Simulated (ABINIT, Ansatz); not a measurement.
# SiC (Moissanite 3C): Raman and infrared activity, part 2 of 3

Aim: Raman and infrared lines of SiC (Moissanite 3C).

ABINIT 10.8.3; DFT LDA, scalar-relativistic, plane waves, PseudoDojo norm-conserving pseudopotentials.

So far. Step 3 (Self-consistent run for the response): The cell stands at -0.34 GPa: the relaxation ran with a smoothed cutoff and on another k mesh. Step 5 (Linear response at Γ): The acoustic modes at Γ come out as far as 0.4 cm⁻¹ from zero, where they should vanish, a small numerical error; the Born charges miss their sum rule by 9.5e-5 e, which is good. The relaxed cell has a = 4.326 Å (conventional setting).

**6. Modes with the sum rule**

anaddb reads the merged derivatives, imposes the acoustic sum rule and charge neutrality, and adds the LO-TO term along chosen directions.

Contents of anaddb.abi:

```
ddb_filepath "gamma_DDB"
output_file "anaddb.abo"
outdata_prefix "anaddb"
asr 1
chneut 1
enunit 2
eivec 1
nph1l 1
qph1l 0.0 0.0 0.0 1.0
dieflag 1
nph2l 3
qph2l 
    1.0 0.0 0.0 0.0
    0.0 0.0 1.0 0.0
    1.0 1.0 1.0 0.0
nlflag 1
ramansr 1
alphon 1
prtmbm 1
```

Contents of mrgddb.in:

```
gamma_DDB
merged
3
dfpt_gammao_DS2_DDB
dfpt_gammao_DS3_DDB
gso_DDB
```

Launch:

```console
mrgddb < mrgddb.in > mrgddb.log
OMP_NUM_THREADS=1 anaddb anaddb.abi > anaddb.log
```

anaddb.abo, the main output file:

```text
[banners, grids, parts of the stress and lines that vanish by symmetry left out]
-outvars_anaddb: echo values of input variables ----------------------

 Flags :
[...]
Dielectric Tensor and Effective Charges
[...]
Effective charge tensors after
[...]
1          1        0.000000002       -0.000000000       -0.000000000
[...]
1          2       -0.000000002        0.000000002       -0.051586481
[...]
1          3        0.000000002       -0.051586481        0.000000002
[...]
2          1       -0.000000002        0.000000000        0.000000000
[...]
2          2        0.000000002       -0.000000002        0.051586481
[...]
2          3       -0.000000002        0.051586481       -0.000000002
[...]
Phonon wavevector (reduced coordinates) :  0.00000  0.00000  0.00000
 Phonon energies in Hartree :
[...]
Phonon energies in meV     :
-  0.000000E+00  0.000000E+00  0.000000E+00  9.893878E+01  9.893878E+01
-  9.893878E+01
 Phonon frequencies in cm-1    :
-  0.000000E+00  0.000000E+00  0.000000E+00  7.979951E+02  7.979951E+02
-  7.979951E+02
 Phonon frequencies in Thz     :
-  0.000000E+00  0.000000E+00  0.000000E+00  2.392329E+01  2.392329E+01
-  2.392329E+01
 Phonon energies in Kelvin  :
-  0.000000E+00  0.000000E+00  0.000000E+00  1.148137E+03  1.148137E+03
-  1.148137E+03
[...]
-  1  0.00000000E+00 -1.54594767E-06  3.69884964E-03
-     0.00000000E+00  0.00000000E+00  0.00000000E+00
-  2  0.00000000E+00 -1.54594768E-06  3.69884967E-03
-     0.00000000E+00  0.00000000E+00  0.00000000E+00
[...]
-  1  0.00000000E+00 -3.69884964E-03 -1.54594767E-06
-     0.00000000E+00  0.00000000E+00  0.00000000E+00
-  2  0.00000000E+00 -3.69884966E-03 -1.54594768E-06
-     0.00000000E+00  0.00000000E+00  0.00000000E+00
[...]
-  1  3.69884996E-03  0.00000000E+00  0.00000000E+00
-     0.00000000E+00  0.00000000E+00  0.00000000E+00
-  2  3.69884999E-03  0.00000000E+00  0.00000000E+00
-     0.00000000E+00  0.00000000E+00  0.00000000E+00
[...]
-  1  1.31410112E-07  1.62361333E-07 -2.41888499E-03
-     0.00000000E+00  0.00000000E+00  0.00000000E+00
-  2 -3.07278218E-07 -3.79651917E-07  5.65611474E-03
-     0.00000000E+00  0.00000000E+00  0.00000000E+00
[...]
-  1  2.87152127E-07 -2.41888498E-03 -1.62345732E-07
-     0.00000000E+00  0.00000000E+00  0.00000000E+00
-  2 -6.71452086E-07  5.65611470E-03  3.79615437E-07
-     0.00000000E+00  0.00000000E+00  0.00000000E+00
[...]
-  1  2.41888498E-03  2.87143306E-07  1.31429385E-07
-     0.00000000E+00  0.00000000E+00  0.00000000E+00
-  2 -5.65611471E-03 -6.71431460E-07 -3.07323285E-07
-     0.00000000E+00  0.00000000E+00  0.00000000E+00
[...]
-     1          0.000000     0.000000    -0.000000     0.000000
-     2         -0.000000     0.000000    -0.000000     0.000000
-     3         -0.000000     0.000000     0.000000     0.000000
-     4         -0.000000    -0.000000    -3.573320     3.573320
-     5          0.000000    -3.573320     0.000000     3.573320
-     6          3.573320    -0.000000    -0.000000     3.573320
[...]
-   1     Real    0.0000E+00  0.0000E+00  0.0000E+00  0.0000E+00  0.0000E+00  0.0000E+00  0.0000E+00
[...]
-   2     Real    0.0000E+00  0.0000E+00  0.0000E+00  0.0000E+00  0.0000E+00  0.0000E+00  0.0000E+00
[...]
-   3     Real    0.0000E+00  0.0000E+00  0.0000E+00  0.0000E+00  0.0000E+00  0.0000E+00  0.0000E+00
[...]
-   4     Real    0.0000E+00  0.0000E+00  4.8320E-04  0.0000E+00  0.0000E+00  0.0000E+00  4.8320E-04
[...]
-   5     Real    0.0000E+00  4.8320E-04  0.0000E+00  0.0000E+00  0.0000E+00  0.0000E+00  4.8320E-04
[...]
-   6     Real    4.8320E-04  0.0000E+00  0.0000E+00  0.0000E+00  0.0000E+00  0.0000E+00  4.8320E-04
[...]
-        -0.000000000       0.000000000      -0.000000000
-         0.000000000       0.000000000      -0.000000000
[...]
Phonon at Gamma, with non-analyticity in the
[...]
Phonon energies in Hartree :
[...]
Phonon energies in meV     :
-  0.000000E+00  0.000000E+00  0.000000E+00  9.893878E+01  9.893878E+01
-  1.207539E+02
 Phonon frequencies in cm-1    :
-  0.000000E+00  0.000000E+00  0.000000E+00  7.979951E+02  7.979951E+02
-  9.739460E+02
 Phonon frequencies in Thz     :
-  0.000000E+00  0.000000E+00  0.000000E+00  2.392329E+01  2.392329E+01
-  2.919817E+01
 Phonon energies in Kelvin  :
-  0.000000E+00  0.000000E+00  0.000000E+00  1.148137E+03  1.148137E+03
-  1.401291E+03
[...]
-  1  0.00000000E+00 -1.54586143E-06  3.69884964E-03
[...]
-  2  0.00000000E+00 -1.54586144E-06  3.69884967E-03
[...]
Phonon at Gamma, with non-analyticity in the
[...]
Phonon energies in Hartree :
[...]
Phonon energies in meV     :
-  0.000000E+00  0.000000E+00  0.000000E+00  9.893878E+01  9.893878E+01
-  1.207539E+02
 Phonon frequencies in cm-1    :
-  0.000000E+00  0.000000E+00  0.000000E+00  7.979951E+02  7.979951E+02
-  9.739460E+02
 Phonon frequencies in Thz     :
-  0.000000E+00  0.000000E+00  0.000000E+00  2.392329E+01  2.392329E+01
-  2.919817E+01
 Phonon energies in Kelvin  :
-  0.000000E+00  0.000000E+00  0.000000E+00  1.148137E+03  1.148137E+03
-  1.401291E+03
[...]
Phonon at Gamma, with non-analyticity in the
[...]
Phonon energies in Hartree :
[...]
Phonon energies in meV     :
-  0.000000E+00  0.000000E+00  0.000000E+00  9.893878E+01  9.893878E+01
-  1.207539E+02
 Phonon frequencies in cm-1    :
-  0.000000E+00  0.000000E+00  0.000000E+00  7.979951E+02  7.979951E+02
-  9.739460E+02
 Phonon frequencies in Thz     :
-  0.000000E+00  0.000000E+00  0.000000E+00  2.392329E+01  2.392329E+01
-  2.919817E+01
 Phonon energies in Kelvin  :
-  0.000000E+00  0.000000E+00  0.000000E+00  1.148137E+03  1.148137E+03
-  1.401291E+03
[...]
-  1  2.76557804E-07  3.69884873E-03  3.01889114E-06
[...]
-  2  2.76555288E-07  3.69884875E-03  3.01888864E-06
[...]
-  1  3.69884996E-03 -2.76640784E-07  0.00000000E+00
[...]
-  2  3.69884998E-03 -2.76643301E-07  0.00000000E+00
[...]
-  1  4.57886460E-04  1.43486485E-03 -1.89275131E-03
[...]
-  2 -1.07068272E-03 -3.35516580E-03  4.42584852E-03
[...]
-  1  1.92120008E-03 -1.35714135E-03 -5.64058735E-04
[...]
-  2 -4.49237071E-03  3.17342379E-03  1.31894692E-03
[...]
-         0.000000000      -0.000000000       0.000000000
-         0.000000000       0.000000000      -0.000000000
[...]
-        -0.000000000       0.003808977      -0.002887525
-         0.003808977       0.000000000      -0.000921452
-        -0.002887525      -0.000921452      -0.000000000
[...]
-         0.000000000       0.001135113       0.002731114
-         0.001135113      -0.000000000      -0.003866227
-         0.002731114      -0.003866227      -0.000000000
[...]
Direction                     Dielectric constant
[...]
0.00000   0.00000   1.00000     10.23361699
   1.00000   1.00000   1.00000     10.23361699
-
```

Wall time 1.5 s (1 thread of AMD EPYC 7571, shared host).

This step gave:

- miss of the charge sum rule: 9.50e-5 e
- mean static dielectric constant: 10.23
- highest mode moved by the LO-TO term: 974.0 cm⁻¹

No LO-TO term; unit eigenvectors of the mass-weighted matrix, from anaddb's displacements. Modes at Γ, with each element's share of the kinetic energy:

| mode | frequency (cm⁻¹) | symmetry | Si % | C % |
| --- | --- | --- | --- | --- |
| 1 | 0.0 | acoustic | 70 | 30 |
| 2 | 0.0 | acoustic | 70 | 30 |
| 3 | 0.0 | acoustic | 70 | 30 |
| 4 | 798.0 | T2 | 30 | 70 |
| 5 | 798.0 | T2 | 30 | 70 |
| 6 | 798.0 | T2 | 30 | 70 |

Displacements in mode 5 (798.0 cm⁻¹), the largest set to 1:
```
Si1  0.00 -0.43  0.00
C2   0.00  1.00  0.00
```

Trace of the oscillator strength, degenerate modes summed. Infrared lines, with heights relative to the strongest:

```
position (cm⁻¹)  lines merged  IR intensity, relative
            798             3                     100
```

From anaddb's Raman susceptibilities, degenerate modes summed; transverse modes, the longitudinal lines of polar modes are not listed. Lines of the Raman spectrum (strongest = 100):

| position (cm⁻¹) | lines merged | Raman activity (Å⁴/amu), powder, relative |
| --- | --- | --- |
| 798 | 3 | 100 |

Static dielectric tensor (ions relaxed, fixed cell):

```
10.23  0.00  0.00
 0.00 10.23  0.00
 0.00  0.00 10.23
```

Non-linear optical d (pm/V). Tensor:

| field along | xx | yy | zz | yz | xz | xy |
| --- | --- | --- | --- | --- | --- | --- |
| x | 0 | 0 | 0 | 11.15 | 0 | 0 |
| y | 0 | 0 | 0 | 0 | 11.15 | 0 |
| z | 0 | 0 | 0 | 0 | 0 | 11.15 |

The rule moves no optical mode by more than 0.1 cm⁻¹.

**7. Sum rules set otherwise (asr 0)**

Without the rule the raw error of the acoustic modes shows.

anaddb.abi, as its differences from that of step 6:

```diff
@@ -3,4 +3,4 @@
 outdata_prefix "anaddb"
-asr 1
-chneut 1
+asr 0
+chneut 0
 enunit 2
```

mrgddb.in is that of step 6.

anaddb.abo, the main output file:

```text
[banners, grids, parts of the stress and lines that vanish by symmetry left out]
-outvars_anaddb: echo values of input variables ----------------------

 Flags :
[...]
Dielectric Tensor and Effective Charges
[...]
Effective charge tensors after
[...]
1          1        0.000000002       -0.000000000       -0.000000000
[...]
1          2       -0.000000002        0.000000002       -0.051586481
[...]
1          3        0.000000002       -0.051586481        0.000000002
[...]
2          1       -0.000000002        0.000000000        0.000000000
[...]
2          2        0.000000002       -0.000000002        0.051586481
[...]
2          3       -0.000000002        0.051586481       -0.000000002
[...]
Phonon wavevector (reduced coordinates) :  0.00000  0.00000  0.00000
 Phonon energies in Hartree :
[...]
Phonon energies in meV     :
-  5.001074E-02  5.001076E-02  5.001080E-02  9.893881E+01  9.893881E+01
-  9.893881E+01
 Phonon frequencies in cm-1    :
-  4.033639E-01  4.033640E-01  4.033643E-01  7.979953E+02  7.979953E+02
-  7.979953E+02
 Phonon frequencies in Thz     :
-  1.209254E-02  1.209255E-02  1.209256E-02  2.392330E+01  2.392330E+01
-  2.392330E+01
 Phonon energies in Kelvin  :
-  5.803506E-01  5.803508E-01  5.803512E-01  1.148137E+03  1.148137E+03
-  1.148137E+03
[...]
-  1  0.00000000E+00 -3.45687165E-07  3.69885091E-03
-     0.00000000E+00  0.00000000E+00  0.00000000E+00
-  2  0.00000000E+00 -3.45686867E-07  3.69884773E-03
-     0.00000000E+00  0.00000000E+00  0.00000000E+00
[...]
-  1  2.74992244E-07 -3.69885090E-03 -3.45700305E-07
-     0.00000000E+00  0.00000000E+00  0.00000000E+00
-  2  2.74992008E-07 -3.69884772E-03 -3.45700007E-07
-     0.00000000E+00  0.00000000E+00  0.00000000E+00
[...]
-  1  3.69885091E-03  2.75008762E-07  0.00000000E+00
-     0.00000000E+00  0.00000000E+00  0.00000000E+00
-  2  3.69884773E-03  2.75008525E-07  0.00000000E+00
-     0.00000000E+00  0.00000000E+00  0.00000000E+00
[...]
-  1  0.00000000E+00 -1.44166804E-07  2.41888353E-03
-     0.00000000E+00  0.00000000E+00  0.00000000E+00
-  2  0.00000000E+00  3.37107673E-07 -5.65611621E-03
-     0.00000000E+00  0.00000000E+00  0.00000000E+00
[...]
-  1  6.29609285E-07 -2.41888345E-03 -1.44175074E-07
-     0.00000000E+00  0.00000000E+00  0.00000000E+00
-  2 -1.47222602E-06  5.65611602E-03  3.37127011E-07
-     0.00000000E+00  0.00000000E+00  0.00000000E+00
[...]
-  1  2.41888345E-03  6.29611179E-07  0.00000000E+00
-     0.00000000E+00  0.00000000E+00  0.00000000E+00
-  2 -5.65611603E-03 -1.47223045E-06  0.00000000E+00
-     0.00000000E+00  0.00000000E+00  0.00000000E+00
[...]
-     1         -0.000000    -0.000000     0.000069     0.000069
-     2         -0.000000    -0.000069     0.000000     0.000069
-     3          0.000069     0.000000    -0.000000     0.000069
-     4         -0.000000    -0.000000     3.573295     3.573295
-     5          0.000000    -3.573295    -0.000000     3.573295
-     6          3.573295     0.000000     0.000000     3.573295
[...]
-   1     Real    0.0000E+00  0.0000E+00  1.2870E-13  0.0000E+00  0.0000E+00  0.0000E+00  1.2870E-13
[...]
-   2     Real    0.0000E+00  1.2870E-13  0.0000E+00  0.0000E+00  0.0000E+00  0.0000E+00  1.2870E-13
[...]
-   3     Real    1.2870E-13  0.0000E+00  0.0000E+00  0.0000E+00  0.0000E+00  0.0000E+00  1.2870E-13
[...]
-   4     Real    0.0000E+00  0.0000E+00  4.8319E-04  0.0000E+00  0.0000E+00  0.0000E+00  4.8319E-04
[...]
-   5     Real    0.0000E+00  4.8319E-04  0.0000E+00  0.0000E+00  0.0000E+00  0.0000E+00  4.8319E-04
[...]
-   6     Real    4.8319E-04  0.0000E+00  0.0000E+00  0.0000E+00  0.0000E+00  0.0000E+00  4.8319E-04
[...]
-         0.000000000      -0.000000002       0.000000000
-        -0.000000002       0.000000000       0.000000000
[...]
Phonon at Gamma, with non-analyticity in the
[...]
Phonon energies in Hartree :
[...]
Phonon energies in meV     :
-  5.001074E-02  5.001076E-02  5.001937E-02  9.893881E+01  9.893881E+01
-  1.207537E+02
 Phonon frequencies in cm-1    :
-  4.033639E-01  4.033640E-01  4.034334E-01  7.979953E+02  7.979953E+02
-  9.739440E+02
 Phonon frequencies in Thz     :
-  1.209254E-02  1.209255E-02  1.209463E-02  2.392330E+01  2.392330E+01
-  2.919811E+01
 Phonon energies in Kelvin  :
-  5.803506E-01  5.803508E-01  5.804506E-01  1.148137E+03  1.148137E+03
-  1.401288E+03
[...]
-  1  0.00000000E+00 -3.45514859E-07  3.69885091E-03
[...]
-  2  0.00000000E+00 -3.45514562E-07  3.69884773E-03
[...]
Phonon at Gamma, with non-analyticity in the
[...]
Phonon energies in Hartree :
[...]
Phonon energies in meV     :
-  5.001076E-02  5.001080E-02  5.001931E-02  9.893881E+01  9.893881E+01
-  1.207537E+02
 Phonon frequencies in cm-1    :
-  4.033640E-01  4.033643E-01  4.034330E-01  7.979953E+02  7.979953E+02
-  9.739440E+02
 Phonon frequencies in Thz     :
-  1.209255E-02  1.209256E-02  1.209462E-02  2.392330E+01  2.392330E+01
-  2.919811E+01
 Phonon energies in Kelvin  :
-  5.803508E-01  5.803512E-01  5.804500E-01  1.148137E+03  1.148137E+03
-  1.401288E+03
[...]
Phonon at Gamma, with non-analyticity in the
[...]
Phonon energies in Hartree :
[...]
Phonon energies in meV     :
-  5.001075E-02  5.001078E-02  5.001933E-02  9.893881E+01  9.893881E+01
-  1.207537E+02
 Phonon frequencies in cm-1    :
-  4.033639E-01  4.033642E-01  4.034331E-01  7.979953E+02  7.979953E+02
-  9.739440E+02
 Phonon frequencies in Thz     :
-  1.209255E-02  1.209255E-02  1.209462E-02  2.392330E+01  2.392330E+01
-  2.919811E+01
 Phonon energies in Kelvin  :
-  5.803507E-01  5.803510E-01  5.804503E-01  1.148137E+03  1.148137E+03
-  1.401288E+03
[...]
-  1  2.99234375E-03 -1.82203416E-03 -1.18640995E-03
[...]
-  2  2.99234112E-03 -1.82203265E-03 -1.18640899E-03
[...]
-  1  2.14340132E-03  2.13325545E-03  2.12989534E-03
[...]
-  2  2.14342449E-03  2.13327862E-03  2.12991851E-03
[...]
-  1  4.58258238E-04  1.43460112E-03 -1.89285936E-03
[...]
-  2 -1.07155298E-03 -3.35455204E-03  4.42610501E-03
[...]
-  1  1.92111021E-03 -1.35741838E-03 -5.63691828E-04
[...]
-  2 -4.49216444E-03  3.17407432E-03  1.31809012E-03
[...]
-        -0.000000026       0.000000000      -0.000000026
-        -0.000000026      -0.000000026       0.000000000
[...]
-        -0.000000000       0.003809196      -0.002886996
-         0.003809196       0.000000000      -0.000922200
-        -0.002886996      -0.000922200      -0.000000000
[...]
-         0.000000000       0.001134375       0.002731673
-         0.001134375      -0.000000000      -0.003866049
-         0.002731673      -0.003866049      -0.000000000
[...]
Direction                     Dielectric constant
[...]
0.00000   0.00000   1.00000     10.23356808
   1.00000   1.00000   1.00000     10.23356808
-
```

Run time: 1.4 s. Hardware: 1 thread.

Zone-centre frequencies as printed; negative means imaginary. Modes:

| mode | frequency (cm⁻¹) |
| --- | --- |
| 1 | 0.4 |
| 2 | 0.4 |
| 3 | 0.4 |
| 4 | 798 |
| 5 | 798 |
| 6 | 798 |

(Part 2 of 3 ends here.)

[Host names and launcher messages were left out of these logs when they were recorded.]

[Logs are printed without paths, hosts, clocks, repeated set-up lines and the standing remarks that a program may print on its own settings, such as how far it seeks lower states.]

[Hosts, paths, dates, database ids (printed as entryN), source tags and the programs' standing remarks are cut or masked in the printed files.]
